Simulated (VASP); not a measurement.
WS2:

```
W S
1.0
     3.18000    0.00000    0.00000
    -1.59000    2.75396    0.00000
     0.00000    0.00000   12.50000
W S
2 4
Direct
  0.33333 0.66667 0.25000
  0.66667 0.33333 0.75000
  0.33333 0.66667 0.62500
  0.66667 0.33333 0.12500
  0.33333 0.66667 0.87500
  0.66667 0.33333 0.37500
```

```yaml
Program: VASP 6.6.1
Task: relaxation of cell and atoms
Functional: PBE
Potentials_or_basis: VASP PAW PBE potentials, release 64 (W_sv, S)
Cutoff: 520 eV
k_mesh: 10 × 10 × 3
Occupations: gaussian, width 0.1 eV
Spin: no spin polarisation
```

At the start: pressure 2.2 GPa; volume 18.24 Å³/atom.

Q: How do energy, volume and symmetry change on relaxing?

A: Over 18 steps the energy falls by 12.2 meV/atom and the volume is 20.73 Å³/atom (+13.6 %); space group P6_3/mmc (No. 194, to 0.05 Å).

Step by step:
```csv
step,energy change (eV),largest force (eV/Å),pressure (GPa),volume (Å³)
1,0.0000,0.1319,2.24,109.47
2,0.0311,0.7150,-4.00,113.55
3,-0.0113,0.1699,-0.01,110.84
4,-0.0171,0.1647,0.02,111.25
5,-0.0318,0.1456,0.13,112.46
6,-0.0502,0.0990,0.52,114.86
7,-0.0571,0.0472,1.76,119.58
8,-0.0599,0.0152,1.47,120.10
9,-0.0658,0.0786,0.61,121.67
10,-0.0663,0.2528,-0.96,124.84
11,-0.0680,0.1643,-0.17,123.25
12,-0.0698,0.1299,-0.13,123.45
13,-0.0729,0.0251,0.01,124.05
14,-0.0730,0.0037,0.05,124.22
15,-0.0730,0.0072,0.07,124.24
16,-0.0730,0.0015,0.00,124.31
17,-0.0730,0.0000,0.00,124.33
18,-0.0730,0.0034,-0.03,124.37
```

Final structure:
```xyz
6
Lattice="3.1887 0.0000 0.0000 -1.5943 2.7615 0.0000 0.0000 0.0000 14.1245" Properties=species:S:1:pos:R:3 pbc="T T T"
W     0.0000    1.8410    3.5311
W     1.5943    0.9205   10.5934
S     0.0000    1.8410    9.0226
S     1.5943    0.9205    1.9603
S     0.0000    1.8410   12.1642
S     1.5943    0.9205    5.1019
```

Caveat: this functional lacks dispersion, which binds the layers, so the pressure and a relaxed spacing across them are unreliable; the volume moved by +14 % from the deposited cell, more than functionals usually miss.
